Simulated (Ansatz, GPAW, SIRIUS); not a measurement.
**FeO: programs and potentials compared**

```
CELL_PARAMETERS angstrom
1.51882 0.87689 2.51958
-1.51882 0.87689 2.51958
0.00000 -1.75378 2.51958
ATOMIC_POSITIONS crystal
Fe 0.00349 0.00059 0.00193
O 0.48174 0.51863 0.48149
```

Atoms were shifted at random by some hundredths of an Å from the given cell, which wasn't relaxed again for these runs.

Alike in all runs: task single point; functional PBEsol; k mesh 11 × 11 × 11; occupations fermi-dirac, width 0.05 eV; collinear spin, ferromagnetic start; no spin-orbit coupling. Pressure is positive in compression and, in plane waves, holds the error of the finite cutoff, which Ansatz's Pulay term estimates and takes out.

| program and potentials | plane-wave cutoff (eV) | notes | pressure (GPa) | net moment per atom (μB) | largest force (eV/Å) |
| --- | --- | --- | --- | --- | --- |
| Ansatz, Ansatz PAW | 420 | potentials made for PBE, which Ansatz adapts in part; 11 valence electrons an atom on average; Pulay term of +0.67 GPa included | -8.78 | 2.00 | 0.225 |
| Ansatz, all-electron LAPW, scalar-relativistic | - | - | -8.82 | 2.00 | 0.226 |
| SIRIUS, PseudoDojo 0.4.1 PBEsol standard (scalar relativistic) | 1228 | 11 valence electrons an atom on average | -9.42 | 2.00 | 0.234 |
| GPAW, PAW data sets generated for this functional | 800 | 7 valence electrons an atom on average | -7.24 | 2.00 | 0.275 |

Force on atom 2 (O), eV/Å:

```csv
program and potentials,x,y,z
"Ansatz, Ansatz PAW",0.145,-0.079,0.153
"Ansatz, all-electron LAPW, scalar-relativistic",0.146,-0.079,0.153
"SIRIUS, PseudoDojo 0.4.1 PBEsol standard (scalar relativistic)",0.151,-0.082,0.159
"GPAW, PAW data sets generated for this functional",0.177,-0.096,0.186
```

The pressure spans -9.42 (SIRIUS, PseudoDojo 0.4.1 PBEsol standard (scalar relativistic)) to -7.24 GPa (GPAW, PAW data sets generated for this functional), with all-electron results at -8.82. All agree on the net moment per atom. The state is the one that the start led to, which needn't be the lowest.

Differences between rows come from potentials, basis sets and numerical settings, since the functional is the same but for its coding. Runs on potential files found faulty are left out.
